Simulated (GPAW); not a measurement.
# Re (Fm-3m) in GPAW: convergence with k mesh

Aim: find how far k mesh must go before the results for Re settle, at RPBE. This setting moves, with any that are tied to it; all else stays.

All numbers are computed with GPAW 26.7.0; they aren't measurements. Logs are shortened: lines on timing, memory, paths and dates and some standing lists are left out, and cuts for length are marked. The log counts tension as positive stress, the text compression.

**1. The crystal as given**

It takes space group Fm-3m (No. 225, cubic). Conventional cell: a = 3.950 Å, b = 3.950 Å, c = 3.950 Å, α = 90.00°, β = 90.00°, γ = 90.00°. Around Re (site symmetry m-3m) lie 12 Re at 2.79 Å.

This isn't the form of Re at room conditions, which is hcp.

**2. With k mesh 3 × 3 × 3**

Contents of run.py:

```python
from ase.dft.bandgap import bandgap
from ase.io import read, write
from ase.units import GPa
from gpaw import GPAW, PW

atoms = read('POSCAR')

calc = GPAW(mode=PW(600),
            xc='RPBE',
            kpts={'size': (3, 3, 3), 'gamma': True},
            occupations={'name': 'fermi-dirac', 'width': 0.05},
            nbands=15,
            convergence={'density': 1e-05, 'energy': 1e-05},
            maxiter=100,
            txt='gpaw.txt')
atoms.calc = calc
energy = atoms.get_potential_energy()
forces = atoms.get_forces()
stress = atoms.get_stress()
calc.write('gs.gpw')
write('result.traj', atoms)
print(f'Energy: {energy:.6f} eV')
print('Forces (eV/A):')
print(forces.round(4))
print('Stress (GPa):', (stress / GPa).round(3))
print('Fermi level:', round(calc.get_fermi_level(), 4), 'eV')
print(f'Gap: {bandgap(calc)[0]:.4f} eV, direct: {bandgap(calc, direct=True)[0]:.4f} eV')
```

Contents of POSCAR:

```
Re
1.0
    0.0000000000      1.9750000000      1.9750000000
    1.9750000000      0.0000000000      1.9750000000
    1.9750000000      1.9750000000      0.0000000000
Re
1
Direct
    0.0000000000      0.0000000000      0.0000000000
```

Potentials or basis: the program's PAW data sets (release 1.2.1) made for this functional, pw.

On the command line:

```console
$ OMP_NUM_THREADS=1 python run.py
```

It took 2.6 s on 1 thread of Arm Neoverse V1, shared host; peak memory 0.12 GiB.

What came out:

| Item | Value |
| --- | --- |
| Free energy | -10.5027 eV |
| Pressure | 8.2 GPa |
| Band gap on the k mesh | none (metal or under the smearing width) |

**3. With k mesh 4 × 4 × 4**

run.py: that of step 2 with these lines changed.

```diff
@@ -9,3 +9,3 @@
             xc='RPBE',
-            kpts={'size': (3, 3, 3), 'gamma': True},
+            kpts={'size': (4, 4, 4), 'gamma': True},
             occupations={'name': 'fermi-dirac', 'width': 0.05},
```

POSCAR is that of step 2.

Potentials or basis: the program's PAW data sets (release 1.2.1) made for this functional, pw.

On the command line:

```console
$ OMP_NUM_THREADS=1 python run.py
```

Run time: 3.2 s. Hardware: 1 thread of Arm Neoverse V1, shared host; peak memory 0.12 GiB.

Results:

```yaml
Free_energy: -10.8099 eV
Pressure: -2.3 GPa
Band_gap_on_the_k_mesh: none (metal or under the smearing width)
```

**4. With k mesh 5 × 5 × 5**

run.py: that of step 3 with these lines changed.

```diff
@@ -9,3 +9,3 @@
             xc='RPBE',
-            kpts={'size': (4, 4, 4), 'gamma': True},
+            kpts={'size': (5, 5, 5), 'gamma': True},
             occupations={'name': 'fermi-dirac', 'width': 0.05},
```

POSCAR is that of step 3.

On the command line:

```console
$ OMP_NUM_THREADS=1 python run.py
```

It took 3.4 s on 1 thread of Arm Neoverse V1, shared host; peak memory 0.12 GiB.

What came out:

```yaml
Free_energy: -10.9330 eV
Pressure: -4.7 GPa
Band_gap_on_the_k_mesh: none (metal or under the smearing width)
```

**5. With k mesh 6 × 6 × 6**

run.py: that of step 4 with these lines changed.

```diff
@@ -9,3 +9,3 @@
             xc='RPBE',
-            kpts={'size': (5, 5, 5), 'gamma': True},
+            kpts={'size': (6, 6, 6), 'gamma': True},
             occupations={'name': 'fermi-dirac', 'width': 0.05},
```

POSCAR is that of step 4.

On the command line:

```console
$ OMP_NUM_THREADS=1 python run.py
```

It took 4.1 s on 1 thread of Arm Neoverse V1, shared host; peak memory 0.13 GiB.

The run converged. Its results:

- Free energy: -11.0335 eV
- Pressure: -5.2 GPa
- Band gap on the k mesh: none (metal or under the smearing width)

**6. With k mesh 7 × 7 × 7**

run.py: that of step 5 with these lines changed.

```diff
@@ -9,3 +9,3 @@
             xc='RPBE',
-            kpts={'size': (6, 6, 6), 'gamma': True},
+            kpts={'size': (7, 7, 7), 'gamma': True},
             occupations={'name': 'fermi-dirac', 'width': 0.05},
```

POSCAR is that of step 5.

Potentials or basis: the program's PAW data sets (release 1.2.1) made for this functional, pw.

On the command line:

```console
$ OMP_NUM_THREADS=1 python run.py
```

Run time: 4.7 s. Hardware: 1 thread of Arm Neoverse V1, shared host; peak memory 0.13 GiB.

It converged, with:

* Free energy: -11.0198 eV
* Pressure: -5.7 GPa
* Band gap on the k mesh: none (metal or under the smearing width)

**7. With k mesh 9 × 9 × 9**

run.py: that of step 6 with these lines changed.

```diff
@@ -9,3 +9,3 @@
             xc='RPBE',
-            kpts={'size': (7, 7, 7), 'gamma': True},
+            kpts={'size': (9, 9, 9), 'gamma': True},
             occupations={'name': 'fermi-dirac', 'width': 0.05},
```

POSCAR is that of step 6.

On the command line:

```console
$ OMP_NUM_THREADS=1 python run.py
```

Wall time 6.8 s (1 thread of Arm Neoverse V1, shared host); peak memory 0.13 GiB.

It converged, with:

- Free energy: -11.0022 eV
- Pressure: -4.7 GPa
- Band gap on the k mesh: none (metal or under the smearing width)

**8. With k mesh 10 × 10 × 10**

run.py: that of step 7 with these lines changed.

```diff
@@ -9,3 +9,3 @@
             xc='RPBE',
-            kpts={'size': (9, 9, 9), 'gamma': True},
+            kpts={'size': (10, 10, 10), 'gamma': True},
             occupations={'name': 'fermi-dirac', 'width': 0.05},
```

POSCAR is that of step 7.

On the command line:

```console
$ OMP_NUM_THREADS=1 python run.py
```

Wall time 8.3 s (1 thread of Arm Neoverse V1, shared host); peak memory 0.13 GiB.

Results (log left out):

* Free energy: -11.0170 eV
* Pressure: -5.5 GPa
* Band gap on the k mesh: none (metal or under the smearing width)

**9. With k mesh 13 × 13 × 13**

run.py: that of step 8 with these lines changed.

```diff
@@ -9,3 +9,3 @@
             xc='RPBE',
-            kpts={'size': (10, 10, 10), 'gamma': True},
+            kpts={'size': (13, 13, 13), 'gamma': True},
             occupations={'name': 'fermi-dirac', 'width': 0.05},
```

POSCAR is that of step 8.

Potentials or basis: the program's PAW data sets (release 1.2.1) made for this functional, pw.

On the command line:

```console
$ OMP_NUM_THREADS=1 python run.py
```

Run time: 13 s. Hardware: 1 thread of Arm Neoverse V1, shared host; peak memory 0.14 GiB.

It converged, with:

```yaml
Free_energy: -11.0076 eV
Pressure: -5.3 GPa
Band_gap_on_the_k_mesh: none (metal or under the smearing width)
```

**10. With k mesh 15 × 15 × 15**

run.py: that of step 9 with these lines changed.

```diff
@@ -9,3 +9,3 @@
             xc='RPBE',
-            kpts={'size': (13, 13, 13), 'gamma': True},
+            kpts={'size': (15, 15, 15), 'gamma': True},
             occupations={'name': 'fermi-dirac', 'width': 0.05},
```

POSCAR is that of step 9.

Potentials or basis: the program's PAW data sets (release 1.2.1) made for this functional, pw.

On the command line:

```console
$ OMP_NUM_THREADS=1 python run.py
```

gpaw.txt:

```text
__  _  _
 | _ |_)|_||  |
 |__||  | ||/\| - 26.7.0

Input parameters:
  mode=PW(ecut=600.0),
  convergence={'density': 1e-05, 'energy': 1e-05},
  kpts=MonkhorstPack(size=(15, 15, 15), gamma=True),
  maxiter=100,
  nbands=15,
  occupations=Occupations(name='fermi-dirac', width=0.05),
  xc=XC(name='RPBE')

Diagonalizing LCAO Hamiltonian
Converting LCAO to pw mode

       Re

Atoms  # Å, Bohr magnetons
|   | symbol |        x |        y |        z |    initial magnetic moments |
|---|--------|----------|----------|----------|-----------------------------|
| 0 |     Re | 0.000000 | 0.000000 | 0.000000 | ( 0.0000,  0.0000,  0.0000) |

Unit cell  # Å
| periodic |        x |        y |        z |  lengths |    angles |
|----------|----------|----------|----------|----------|-----------|
|      yes | 0.000000 | 1.975000 | 1.975000 | 2.793072 | 60.000000 |
|      yes | 1.975000 | 0.000000 | 1.975000 | 2.793072 | 60.000000 |
|      yes | 1.975000 | 1.975000 | 0.000000 | 2.793072 | 60.000000 |

Number of symmetries: 48
Symmetry operations  # r_c * U_cc + t_c -> r_c
|    | kind |            matrix            |
|----|------|------------------------------|
|  0 |  σ   |  1, 0, 0,  1, 0,-1,  1,-1, 0 |
|  1 |  C2  |  1, 0, 0,  1,-1, 0,  1, 0,-1 |
|  2 |  E   |  1, 0, 0,  0, 1, 0,  0, 0, 1 |
|  3 |  σ   |  1, 0, 0,  0, 0, 1,  0, 1, 0 |
|  4 |  C4  |  1, 0,-1,  1, 0, 0,  1,-1, 0 |
|  5 |  S6  |  1, 0,-1,  1,-1, 0,  1, 0, 0 |
|  6 |  σ   |  1, 0,-1,  0, 1,-1,  0, 0,-1 |
|  7 |  C3  |  1, 0,-1,  0, 0,-1,  0, 1,-1 |
|  8 |  S6  |  1,-1, 0,  1, 0, 0,  1, 0,-1 |
|  9 |  C4  |  1,-1, 0,  1, 0,-1,  1, 0, 0 |
| 10 |  C3  |  1,-1, 0,  0,-1, 1,  0,-1, 0 |
| 11 |  σ   |  1,-1, 0,  0,-1, 0,  0,-1, 1 |
| 12 |  σ   |  0, 1, 0,  1, 0, 0,  0, 0, 1 |
| 13 |  C4  |  0, 1, 0,  0, 1,-1, -1, 1, 0 |
| 14 |  C3  |  0, 1, 0,  0, 0, 1,  1, 0, 0 |
| 15 |  S6  |  0, 1, 0, -1, 1, 0,  0, 1,-1 |
| 16 |  C2  |  0, 1,-1,  1, 0,-1,  0, 0,-1 |
| 17 |  σ   |  0, 1,-1,  0, 1, 0, -1, 1, 0 |
| 18 |  S4  |  0, 1,-1,  0, 0,-1,  1, 0,-1 |
| 19 |  C4  |  0, 1,-1, -1, 1, 0,  0, 1, 0 |
| 20 |  C3  |  0, 0, 1,  1, 0, 0,  0, 1, 0 |
| 21 |  σ   |  0, 0, 1,  0, 1, 0,  1, 0, 0 |
| 22 |  S6  |  0, 0, 1,  0,-1, 1, -1, 0, 1 |
| 23 |  C4  |  0, 0, 1, -1, 0, 1,  0,-1, 1 |
| 24 |  S4  |  0, 0,-1,  1, 0,-1,  0, 1,-1 |
| 25 |  C3  |  0, 0,-1,  0, 1,-1,  1, 0,-1 |
| 26 |  C2  |  0, 0,-1,  0,-1, 0, -1, 0, 0 |
| 27 |  S6  |  0, 0,-1, -1, 0, 0,  0,-1, 0 |
| 28 |  S4  |  0,-1, 1,  1,-1, 0,  0,-1, 0 |
| 29 |  C4  |  0,-1, 1,  0, 0, 1, -1, 0, 1 |
| 30 |  C2  |  0,-1, 1,  0,-1, 0,  1,-1, 0 |
| 31 |  σ   |  0,-1, 1, -1, 0, 1,  0, 0, 1 |
| 32 |  C3  |  0,-1, 0,  1,-1, 0,  0,-1, 1 |
| 33 |  S6  |  0,-1, 0,  0, 0,-1, -1, 0, 0 |
| 34 |  S4  |  0,-1, 0,  0,-1, 1,  1,-1, 0 |
| 35 |  C2  |  0,-1, 0, -1, 0, 0,  0, 0,-1 |
| 36 |  C2  | -1, 1, 0,  0, 1, 0,  0, 1,-1 |
| 37 |  S6  | -1, 1, 0,  0, 1,-1,  0, 1, 0 |
| 38 |  S4  | -1, 1, 0, -1, 0, 1, -1, 0, 0 |
| 39 |  C3  | -1, 1, 0, -1, 0, 0, -1, 0, 1 |
| 40 |  S6  | -1, 0, 1,  0, 0, 1,  0,-1, 1 |
| 41 |  C2  | -1, 0, 1,  0,-1, 1,  0, 0, 1 |
| 42 |  C3  | -1, 0, 1, -1, 1, 0, -1, 0, 0 |
| 43 |  S4  | -1, 0, 1, -1, 0, 0, -1, 1, 0 |
| 44 |  C2  | -1, 0, 0,  0, 0,-1,  0,-1, 0 |
| 45 |  i   | -1, 0, 0,  0,-1, 0,  0, 0,-1 |
| 46 |  σ   | -1, 0, 0, -1, 1, 0, -1, 0, 1 |
| 47 |  C2  | -1, 0, 0, -1, 0, 1, -1, 1, 0 |

BZ-sampling:
  Number of BZ points: 3375
  Number of IBZ points: 120

  Monkhorst-Pack size: [15, 15, 15]
  Monkhorst-Pack shift: [0, 0, 0]

K-points  # in reciprocal-cell coordinates
|     |                                coordinates |     weight |
|-----|--------------------------------------------|------------|
|   0 | (  0.00000000,   0.00000000,   0.00000000) | 0.00029630 |
|   1 | (  0.06666667,   0.06666667,   0.00000000) | 0.00177778 |
|   2 | (  0.06666667,   0.06666667,   0.06666667) | 0.00237037 |
|   3 | (  0.13333333,   0.06666667,   0.06666667) | 0.00355556 |
|   4 | (  0.13333333,   0.13333333,   0.00000000) | 0.00177778 |
|   5 | (  0.13333333,   0.13333333,   0.06666667) | 0.00711111 |
|   6 | (  0.13333333,   0.13333333,   0.13333333) | 0.00237037 |
|   7 | (  0.20000000,   0.13333333,   0.06666667) | 0.00711111 |
|   8 | (  0.20000000,   0.13333333,   0.13333333) | 0.00711111 |
|   9 | (  0.20000000,   0.20000000,   0.00000000) | 0.00177778 |
| ... |                                            |            |
| 119 | (  0.46666667,   0.46666667,   0.46666667) | 0.00237037 |

Plane wave coefficients: 533
Cutoff: 600.0 eV

Spin-components: 1 (collinear spins)
Bands:           15
Projectors:      6
Spin-degeneracy: 2
Datatype:        complex128

Parallelization:
  kpt:    1
  domain: 1
  band:   1

Density:
  Valence electrons: 13.0
  Components: 1
  Grid points: [16 16 16]
  Charge: 0.0  # |e|

Potential:
  Grid points: [16 16 16]

species:
  Re:
    name:    Rhenium
    Z:       75.0
    valence: 13
    core:    62
    charge:  0.0  # [|e|]
    compensation charges:
      type: gauss
      rc: 0.42  # [Å]
      lmax: 2
    cutoffs:
      filter: 2.40  # [Å]
      core: 2.76  # [Å]
    projectors
    | kind |    occ | energy [eV] | rcut [Å] |
    |------|--------|-------------|----------|
    |   6s |  2.000 |      -5.851 |    1.376 |
    |   5p |  6.000 |     -47.003 |    1.376 |
    |   6p |  0.000 |      -1.317 |    1.376 |
    |   5d |  5.000 |      -5.332 |    1.307 |
    |    s |        |      21.360 |    1.376 |
    |    d |        |      21.879 |    1.307 |

    Using partial waves for Re as LCAO basis

Reference energy: -453701.036828  # eV

eigensolver:
  PPCG
  Converge bands: occupied
  niter=2

density mixing:
  MSR1-Mixer
  Pratt-step length: 0.05
  Maximum mixing coefficient: 0.75
  Old densities: 10
  SVD Regularization: 0.005
  Good broyden scale: 1.0
  Trust region scale: 1.0
  Backstep threshold: 4.0
  History deletion threshold: 6.0
  Fourier metric: weight=20.0, sigma=0.015

occupation numbers:
  Fermi-Dirac:
    width: 0.0500  # eV

poisson solver:
  ecut: 4800.0  # eV

xc functional:
  name: RPBE with 2 nearest neighbor stencil

convergence criteria:
- Maximum integral of absolute [dens]ity change: 1e-05 electrons / valence electron
- Maximum [total energy] change in last 3 cyles: 1e-05 eV / valence electron
- Maximum integral of absolute [eigenst]ate change: 4e-08 eV^2 / valence electron
maximum number of iterations: 100

SCF iterations
|iter     | |      energy | eigst |  dens |
|---------|-|-------------|-------|-------|
|iter:   1| |  -11.198990 | +0.18 |       |
|iter:   2| |  -11.163584 | -2.64 | -1.20 |
|iter:   3| |  -10.996524 | -2.05 | -1.24 |
|iter:   4| |  -11.002922 | -2.89 | -1.96 |
|iter:   5| |  -11.006292 | -2.91 | -2.32 |
|iter:   6| |  -11.006319 | -5.29 | -3.54 |
|iter:   7| |  -11.006324c| -5.80 | -3.86 |
|iter:   8| |  -11.006324c| -7.54c| -5.05c|

Converged in 8 steps
Energy contributions relative to reference atoms: (reference = -453701.036828)

Energy contributions:
  Kinetic:          -2.399947
  Coulomb:          -0.110843
  Zero:              0.083013
  External:          0.000000
  Xc:               -8.575005
  Entropy:          -0.007085
  Spinorbit:         0.000000
  ----------------------------
  Free energy:     -11.009866
  Extrapolated:    -11.006324

dipole moment: (-13.592711, -13.592711, -13.592711)  # |e|*Ang

Fermi level: 13.829
Eigenvalues  # (at kpt = [0.000, 0.000, 0.000])
| band index |      eig [eV] | occ [0-2] |
|------------|---------------|-----------|
|          0 |       -27.681 |     2.000 |
|          1 |       -27.681 |     2.000 |
|          2 |       -27.681 |     2.000 |
|          3 |         4.096 |     2.000 |
|          4 |        12.087 |     2.000 |
|          5 |        12.087 |     2.000 |
|          6 |        12.087 |     2.000 |
|          7 |        15.056 |     0.000 |
|          8 |        15.056 |     0.000 |
|          9 |        27.181 |     0.000 |
|         10 |        32.641 |     0.000 |
|         11 |        32.641 |     0.000 |
|         12 |        32.641 |     0.000 |
|         13 |        37.040 |     0.000 |
|         14 |        47.790 |     0.000 |

No gap
No difference between direct/indirect transitions

Forces  # eV/Ang
|       x |        y |        z |
|---------|----------|----------|
| 0.00000 | -0.00000 | -0.00000 |  # Re   0

Stress tensor  # eV/Ang^3
|        x |         y |         z |
|----------|-----------|-----------|
| 0.033145 |  0.000000 |  0.000000 |
| 0.000000 |  0.033145 | -0.000000 |
| 0.000000 | -0.000000 |  0.033145 |

# Writing to gs.gpw (mode='')
```

Run time: 16 s. Hardware: 1 thread of Arm Neoverse V1, shared host; peak memory 0.15 GiB.

Results:

```yaml
Free_energy: -11.0099 eV
Pressure: -5.3 GPa
Band_gap_on_the_k_mesh: none (metal or under the smearing width)
```

**11. The series at a glance**

```
      k mesh  energy less the tightest run, at zero smearing (meV/atom)  pressure (GPa)  SCF cycles  CPU time (s)  peak memory (GiB)
   3 × 3 × 3                                                     518.33            8.25           9           2.6               0.12
   4 × 4 × 4                                                     214.97           -2.32          10           3.2               0.12
   5 × 5 × 5                                                      81.96           -4.68           9           3.4               0.12
   6 × 6 × 6                                                     -23.77           -5.20           9           4.1               0.13
   7 × 7 × 7                                                      -6.60           -5.66           9           4.6               0.13
   9 × 9 × 9                                                       7.33           -4.72           9           6.8               0.13
10 × 10 × 10                                                      -5.41           -5.54           9           8.3               0.13
13 × 13 × 13                                                       3.72           -5.33           9            13               0.14
15 × 15 × 15                                                       0.00           -5.31           8            16               0.15
```

Against the tightest run, the pressure stays within 0.1 GPa from 13 × 13 × 13 on. Not settled before the last step: the energy (to 1 meV/atom). Meshes of other sizes hit other points, so gaps and Fermi surfaces needn't settle smoothly. The tightest run that finished is the yardstick and may itself not be fully converged.
